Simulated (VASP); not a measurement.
# In (I4/mmm) in VASP: further runs, part 2 of 3

VASP 6.6.1.

### Step 4. Electric field gradients, PBEsol

Contents of INCAR:

```
ALGO = Fast
EDIFF = 1E-7
ENCUT = 500
GGA = PS
ISIF = 2
ISMEAR = -1
LASPH = T
LCHARG = F
LEFG = T
LREAL = F
LWAVE = F
NELM = 100
PREC = Accurate
SIGMA = 0.05
```

Contents of KPOINTS:

```
k-points
0
Gamma
  14 14 14
```

Contents of POSCAR:

```
In
1.0
   -1.6254700000      1.6254700000      2.4737000000
    1.6254700000     -1.6254700000      2.4737000000
    1.6254700000      1.6254700000     -2.4737000000
In
1
Direct
    0.0000000000      0.0000000000      0.0000000000
```

Potentials or basis: VASP PAW PBE potentials, release 64 (In).

The run is started by

```
cat potpaw_PBE.64/In/POTCAR > POTCAR
mpirun -np 1 vasp_std > vasp.out
```

OUTCAR:

```text
EDIFF = 1E-7
   ENCUT = 500
   GGA = PS
   ISIF = 2
   ISMEAR = -1
   LASPH = T
   LREAL = F
   NELM = 100
   PREC = Accurate

 ion  position               nearest neighbor table
   1  0.000  0.000  0.000-

  LATTYP: Found a body centered tetragonal cell.
 ALAT       =     3.2509400000
 C/A-ratio  =     1.5218367611

  Lattice vectors:

 A1 = (  -1.6254700000,   1.6254700000,   2.4737000000)
[... 400 lines left out ...]
 -----------------------------------------------------------------------------------
    total drift:                                0.000000      0.000000     -0.000000

  FREE ENERGIE OF THE ION-ELECTRON SYSTEM (eV)
  ---------------------------------------------------
  free  energy   TOTEN  =        -2.9749231638 eV

  energy  without entropy=       -2.9715778840  energy(sigma->0) =       -2.97325052

 Electric field gradients (V/A^2)
---------------------------------------------------------------------
 ion       V_xx      V_yy      V_zz      V_xy      V_xz      V_yz
---------------------------------------------------------------------
   1     -11.033   -11.033    22.066    -0.000     0.000     0.000
---------------------------------------------------------------------

 Electric field gradients after diagonalization (V/A^2)
 (convention: |V_zz| > |V_xx| > |V_yy|)
----------------------------------------------------------------------
 ion       V_xx      V_yy      V_zz     asymmetry (V_yy - V_xx)/ V_zz
----------------------------------------------------------------------
   1     -11.033   -11.033    22.066       0.000
----------------------------------------------------------------------

           NMR quadrupolar parameters

 Cq : quadrupolar parameter    Cq=e*Q*V_zz/h
 eta: asymmetry parameters     (V_yy - V_xx)/ V_zz
 Q  : nuclear electric quadrupole moment in mb (millibarn)
----------------------------------------------------------------------
 ion       Cq(MHz)       eta       Q (mb)
----------------------------------------------------------------------
   1       0.053       0.000       1.000
----------------------------------------------------------------------
```

OSZICAR:

```text
N       E                     dE             d eps       ncg     rms          rms(c)
DAV:   1     0.562547015750E+00    0.56255E+00   -0.84715E+02  2465   0.348E+02
DAV:   2    -0.295053378163E+01   -0.35131E+01   -0.32148E+01  3290   0.340E+01
DAV:   3    -0.300541654622E+01   -0.54883E-01   -0.54197E-01  3020   0.427E+00
DAV:   4    -0.300551294761E+01   -0.96401E-04   -0.96370E-04  3205   0.208E-01
DAV:   5    -0.300551313344E+01   -0.18583E-06   -0.18518E-06  3045   0.708E-03    0.248E+00
RMM:   6    -0.298732287637E+01    0.18190E-01   -0.17695E-03  2446   0.245E-01    0.143E+00
RMM:   7    -0.297480361472E+01    0.12519E-01   -0.71804E-03  2706   0.489E-01    0.175E-01
RMM:   8    -0.297492604695E+01   -0.12243E-03   -0.54733E-04  2793   0.166E-01    0.536E-02
RMM:   9    -0.297492491560E+01    0.11313E-05   -0.93833E-05  2816   0.650E-02    0.203E-02
RMM:  10    -0.297492328008E+01    0.16355E-05   -0.10499E-05  2767   0.247E-02    0.584E-03
RMM:  11    -0.297492305634E+01    0.22374E-06   -0.11923E-06  2751   0.803E-03    0.180E-03
RMM:  12    -0.297492319960E+01   -0.14326E-06   -0.29797E-07  2173   0.366E-03    0.134E-03
RMM:  13    -0.297492316385E+01    0.35757E-07   -0.30102E-08  1446   0.119E-03
   1 F= -.29749232E+01 E0= -.29732505E+01  d E =-.334528E-02
```

Run time: 27 s. Hardware: 1 thread of AMD EPYC 9R14 (Zen 4), shared host; peak memory 0.16 GiB.

Results:

* Free energy: -2.9749 eV
* Pressure: -0.7 GPa
* Band gap on the k mesh: none (metal or under the smearing width)

Stress tensor (GPa, compression positive):
```
-0.77  0.00  0.00
 0.00 -0.77  0.00
 0.00  0.00 -0.41
```

Electric field gradients, principal values (V/Å²):
| atom | Vxx | Vyy | Vzz |
| --- | --- | --- | --- |
| 1 In | -11.033 | -11.033 | 22.066 |

Caveat: the PAW data sets were made with another functional, which shifts forces and pressure a little.

### Step 5. Electric field gradients, PBEsol

Changes to INCAR since step 4:

```diff
@@ -2,3 +2,3 @@
 EDIFF = 1E-7
-ENCUT = 500
+ENCUT = 600
 GGA = PS
```

KPOINTS is that of step 4.

POSCAR is that of step 4.

Potentials or basis: VASP PAW PBE potentials, release 64 (In_d).

The run is started by

```
cat potpaw_PBE.64/In_d/POTCAR > POTCAR
mpirun -np 1 vasp_std > vasp.out
```

OUTCAR:

```text
EDIFF = 1E-7
   ENCUT = 600
   GGA = PS
   ISIF = 2
   ISMEAR = -1
   LASPH = T
   LREAL = F
   NELM = 100
   PREC = Accurate

 ion  position               nearest neighbor table
   1  0.000  0.000  0.000-

  LATTYP: Found a body centered tetragonal cell.
 ALAT       =     3.2509400000
 C/A-ratio  =     1.5218367611

  Lattice vectors:

 A1 = (  -1.6254700000,   1.6254700000,   2.4737000000)
 A2 = (   1.6254700000,  -1.6254700000,   2.4737000000)
 A3 = (   1.6254700000,   1.6254700000,  -2.4737000000)

Analysis of symmetry for initial positions (statically):
=====================================================================
 Subroutine PRICEL returns:
 Original cell was already a primitive cell.

 Routine SETGRP: Setting up the symmetry group for a
 body centered tetragonal supercell.

 Subroutine GETGRP returns: Found 16 space group operations
 (whereof 16 operations were pure point group operations)
 out of a pool of 16 trial point group operations.

The static configuration has the point symmetry D_4h.

Analysis of symmetry for dynamics (positions and initial velocities):
=====================================================================
 Subroutine PRICEL returns:
 Original cell was already a primitive cell.

 Routine SETGRP: Setting up the symmetry group for a
 body centered tetragonal supercell.

 Subroutine GETGRP returns: Found 16 space group operations
 (whereof 16 operations were pure point group operations)
 out of a pool of 16 trial point group operations.

The dynamic configuration has the point symmetry D_4h.

[... 159 lines left out ...]
      6      -2.2074      2.00000
      7      17.8853      0.00000
      8      17.8853      0.00000
      9      18.0536      0.00000
     10      18.9497      0.00000
[... 287 lines left out ...]
 k-point    24 :       0.2857    0.1429   -0.0000
  band No.  band energies     occupation
      1      -7.1946      2.00000
      2      -7.1665      2.00000
      3      -7.0997      2.00000
      4      -6.9724      2.00000
      5      -6.9194      2.00000
      6       0.6341      2.00000
      7       8.4466      0.00000
      8      12.6239      0.00000
      9      15.5087      0.00000
     10      18.2887      0.00000

 [... further k-points ...]

------------------------ aborting loop because EDIFF is reached ----------------------------------------

  FORCE on cell =-STRESS in cart. coord.  units (eV):
  Direction    XX          YY          ZZ          XY          YZ          ZX
  --------------------------------------------------------------------------------------
  -------------------------------------------------------------------------------------
  Total       -0.1910457     -0.1910457     -0.1365068      0.0000000     -0.0000000      0.0000000
  in kB      -11.7080038    -11.7080038     -8.3656516      0.0000000     -0.0000000      0.0000000
  external PRESSURE =     -10.5938864 kB  Pullay stress =       0.0000000 kB

 VOLUME and BASIS-vectors are now :
 -----------------------------------------------------------------------------
  energy-cutoff  :      600.00
  volume of cell :       26.14
      direct lattice vectors                 reciprocal lattice vectors
    -1.625470000  1.625470000  2.473700000     0.000000000  0.307603339  0.202126369
     1.625470000 -1.625470000  2.473700000     0.307603339  0.000000000  0.202126369
     1.625470000  1.625470000 -2.473700000     0.307603339  0.307603339  0.000000000

 POSITION                                       TOTAL-FORCE (eV/Angst)
 -----------------------------------------------------------------------------------
      0.00000      0.00000      0.00000         0.000000     -0.000000      0.000000
 -----------------------------------------------------------------------------------
    total drift:                                0.000000     -0.000000      0.000000

  FREE ENERGIE OF THE ION-ELECTRON SYSTEM (eV)
  ---------------------------------------------------
  free  energy   TOTEN  =        -2.9868481170 eV

  energy  without entropy=       -2.9834375060  energy(sigma->0) =       -2.98514281

 Electric field gradients (V/A^2)
---------------------------------------------------------------------
 ion       V_xx      V_yy      V_zz      V_xy      V_xz      V_yz
---------------------------------------------------------------------
   1     -10.716   -10.716    21.431     0.000     0.001     0.001
---------------------------------------------------------------------

 Electric field gradients after diagonalization (V/A^2)
 (convention: |V_zz| > |V_xx| > |V_yy|)
----------------------------------------------------------------------
 ion       V_xx      V_yy      V_zz     asymmetry (V_yy - V_xx)/ V_zz
----------------------------------------------------------------------
   1     -10.716   -10.716    21.431       0.000
----------------------------------------------------------------------

           NMR quadrupolar parameters

 Cq : quadrupolar parameter    Cq=e*Q*V_zz/h
 eta: asymmetry parameters     (V_yy - V_xx)/ V_zz
 Q  : nuclear electric quadrupole moment in mb (millibarn)
----------------------------------------------------------------------
 ion       Cq(MHz)       eta       Q (mb)
----------------------------------------------------------------------
   1       0.052       0.000       1.000
----------------------------------------------------------------------
```

Run time: 62 s. Hardware: 1 thread of AMD EPYC 9R14 (Zen 4), shared host; peak memory 0.19 GiB.

What came out:

```
Free energy            : -2.9868 eV
Pressure               : -1.1 GPa
Band gap on the k mesh : none (metal or under the smearing width)
```

Levels at points of the mesh, in eV from the Fermi level:
```
           k point  band 3  band 4  band 5  band 6  band 7  band 8  band 9  band 10
(0.00, 0.00, 0.00)  -14.54  -14.46  -14.35   -9.60   10.49   10.49   10.66    11.56
(0.50, 0.00, 0.00)  -14.52  -14.26  -14.22   -4.35   -3.42    7.49    9.11    11.08
(0.50, 0.50, 0.00)  -14.26  -14.24  -14.15   -2.00   -1.70    3.48    3.91     6.98
(0.50, 0.50, 0.50)  -14.25  -14.22  -14.22   -2.98   -2.72    4.68    4.68     8.17
```

Electric field gradients, principal values (V/Å²):
| atom | Vxx | Vyy | Vzz |
| --- | --- | --- | --- |
| 1 In | -10.716 | -10.716 | 21.431 |

Caveat: the PAW data sets were made with another functional, which shifts forces and pressure a little.

(Continued in part 3 of 3.)
